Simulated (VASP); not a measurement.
# Ca, density of states: which settings are enough?

Ca, Im-3m (no. 229), 1 atom in the cell. PBE; PAW potentials Ca_sv (PBE set). VASP 6.6.1.

Wanted: density of states by 0.5 eV bins within 8 %; centre of the states within 12 eV below the valence top within 0.03 eV; states at the Fermi level within 8 %.

What the run is for: density of states; Accuracy asked: standard; k mesh of the density: 10 × 10 × 10.

POSCAR:
```
Ca
1.0
   -2.2400000000      2.2400000000      2.2400000000
    2.2400000000     -2.2400000000      2.2400000000
    2.2400000000      2.2400000000     -2.2400000000
Ca
1
Direct
    0.0000000000      0.0000000000      0.0000000000
```

The series start from Plane-wave cutoff (eV): 300; k-point mesh: 12 × 12 × 12; Energy points (NEDOS): 2001; Occupations for the DOS: ISMEAR=-5; Electronic threshold (eV): 1e-6; Precision mode (PREC): Accurate. Each series keeps the choices made before it, and each single choice may use up half of a tolerance. Times cover all steps of a run.

## Plane-wave cutoff (eV)

| Plane-wave cutoff (eV) | Density of states by 0.5 eV bins, largest deviation against the largest value | Centre of the states within 12 eV below the valence top (eV) | States at the Fermi level (states/eV/atom) | Time (s) |
|---|---|---|---|---|
| 210 | 2.1 % | -1.359 | 1.377 | 7.6 |
| 260 | 0.097 % | -1.379 | 1.347 | 8.8 |
| 300 | 0.11 % | -1.381 | 1.347 | 12 |
| 340 | 0.15 % | -1.383 | 1.347 | 12 |
| 420 | 0.028 % | -1.384 | 1.345 | 18 |
| 520 (reference) | 0 % | -1.384 | 1.345 | 23 |

Chosen: 260, the loosest value from which every tighter one stays within half of the tolerance.

## k-point mesh

| k-point mesh | Density of states by 0.5 eV bins, largest deviation against the largest value | Centre of the states within 12 eV below the valence top (eV) | States at the Fermi level (states/eV/atom) | Time (s) |
|---|---|---|---|---|
| 5 × 5 × 5 | 11 % | -1.358 | 0.602 | 5.4 |
| 6 × 6 × 6 | 8.4 % | -1.381 | 0.7478 | 5.8 |
| 8 × 8 × 8 | 6.9 % | -1.379 | 0.8158 | 6.4 |
| 10 × 10 × 10 | 4.5 % | -1.382 | 1.138 | 7.4 |
| 12 × 12 × 12 | 4 % | -1.379 | 1.347 | 8.8 |
| 14 × 14 × 14 | 2.5 % | -1.381 | 1.517 | 11 |
| 17 × 17 × 17 | 1.2 % | -1.372 | 1.772 | 14 |
| 20 × 20 × 20 | 1.2 % | -1.383 | 1.839 | 20 |
| 25 × 25 × 25 (reference) | 0 % | -1.378 | 1.967 | 32 |

Chosen: 25 × 25 × 25; the next looser run is off by more than half of the tolerance, so convergence isn't shown beyond this value.

## Energy points (NEDOS)

| Energy points (NEDOS) | Density of states by 0.5 eV bins, largest deviation against the largest value | Centre of the states within 12 eV below the valence top (eV) | States at the Fermi level (states/eV/atom) | Time (s) |
|---|---|---|---|---|
| 301 | 35 % | -1.381 | 2.068 | 40 |
| 501 | 9.6 % | -1.375 | 2.069 | 42 |
| 1001 | 3.9 % | -1.378 | 1.992 | 42 |
| 2001 | 0.58 % | -1.378 | 1.967 | 32 |
| 4001 (reference) | 0 % | -1.369 | 1.978 | 42 |

Chosen: 1001.

## Occupations for the DOS

| Occupations for the DOS | Density of states by 0.5 eV bins, largest deviation against the largest value | Centre of the states within 12 eV below the valence top (eV) | States at the Fermi level (states/eV/atom) | Time (s) |
|---|---|---|---|---|
| ISMEAR=-5 | 0 % | -1.378 | 1.992 | 42 |
| ISMEAR=-4 | 0 % | -1.378 | 1.992 | 43 |
| ISMEAR=0 SIGMA=0.05 | 3.9 % | -1.368 | 1.916 | 33 |
| ISMEAR=0 SIGMA=0.1 | 7.6 % | -1.385 | 1.64 | 32 |
| ISMEAR=-15 SIGMA=0.025 | 0.17 % | -1.375 | 1.992 | 42 |
| ISMEAR=1 SIGMA=0.1 | 3.4 % | -1.371 | 1.9 | 32 |

Chosen: ISMEAR=-5; no other choice that stays within half of the tolerance saves 30 % of the time.

## Electronic threshold (eV)

| Electronic threshold (eV) | Density of states by 0.5 eV bins, largest deviation against the largest value | Centre of the states within 12 eV below the valence top (eV) | States at the Fermi level (states/eV/atom) | Time (s) |
|---|---|---|---|---|
| 0.001 | 2.5 % | -1.389 | 1.913 | 34 |
| 0.0001 | 0.56 % | -1.379 | 1.989 | 32 |
| 1e-5 | 0.084 % | -1.378 | 1.993 | 32 |
| 1e-6 (reference) | 0 % | -1.378 | 1.992 | 42 |

Chosen: 0.001.

## Precision mode (PREC)

| Precision mode (PREC) | Density of states by 0.5 eV bins, largest deviation against the largest value | Centre of the states within 12 eV below the valence top (eV) | States at the Fermi level (states/eV/atom) | Time (s) |
|---|---|---|---|---|
| Normal | 0.026 % | -1.389 | 1.913 | 21 |
| Accurate (reference) | 0 % | -1.389 | 1.913 | 34 |

Chosen: Normal.

## All choices together

| Input | Density of states by 0.5 eV bins, largest deviation against the largest value | Centre of the states within 12 eV below the valence top (eV) | States at the Fermi level (states/eV/atom) | Time (s) |
|---|---|---|---|---|
| defaults for smearing, thresholds and mesh (naive) | 28 % | -1.458 | 2.336 | 6.9 |
| chosen settings | 5.1 % | -1.389 | 1.913 | 21 |
| reference settings throughout | 0 % | -1.374 | 1.974 | 90 |

The chosen settings stay within the tolerance of the reference run, but the reference itself isn't shown to be converged in: k-point mesh.

## The input

INCAR.step1:
```
GGA = PE
ISMEAR = 1
SIGMA = 0.1
LWAVE = False
LCHARG = True
NBANDS = 19
PREC = Normal
LASPH = True
LREAL = False
ALGO = Normal
EDIFF = 0.001
NELM = 120
GGA_COMPAT = False
ENCUT = 260
```

INCAR.step2:
```
GGA = PE
ISMEAR = -5
LWAVE = False
LCHARG = False
NBANDS = 19
PREC = Normal
LASPH = True
LREAL = False
ALGO = Normal
EDIFF = 0.001
NELM = 120
GGA_COMPAT = False
ENCUT = 260
NEDOS = 1001
LORBIT = 11
EMIN = -15.2447
EMAX = 9.7553
ICHARG = 11
```

KPOINTS.step1:
```
k-points
0
Gamma
  10 10 10
```

KPOINTS.step2:
```
Automatic mesh
0
Gamma
  25 25 25
  0 0 0
```

Commands (each step's output is kept before the next begins):
```
cat potpaw_PBE.64/Ca_sv/POTCAR > POTCAR
cp INCAR.step1 INCAR
cp KPOINTS.step1 KPOINTS
mpirun -np 1 vasp_std > vasp.out
cp INCAR.step2 INCAR
cp KPOINTS.step2 KPOINTS
mpirun -np 1 vasp_std > vasp.out
```

The chosen input took VASP 6.6.1 21 s on 1 core (AMD EPYC 9R45 (Zen 5)), a shared host.

## An input that fails: tetrahedra on too few k points

VASP's message: IBZKPT: tetrahedron method fails for NKPT<4. NKPT = 1.

k mesh: 12 × 12 × 12 becomes 1 × 1 × 1.

Changes against the starting input:
```
(step 2)
- NELM = 120
+ NELM = 77
```
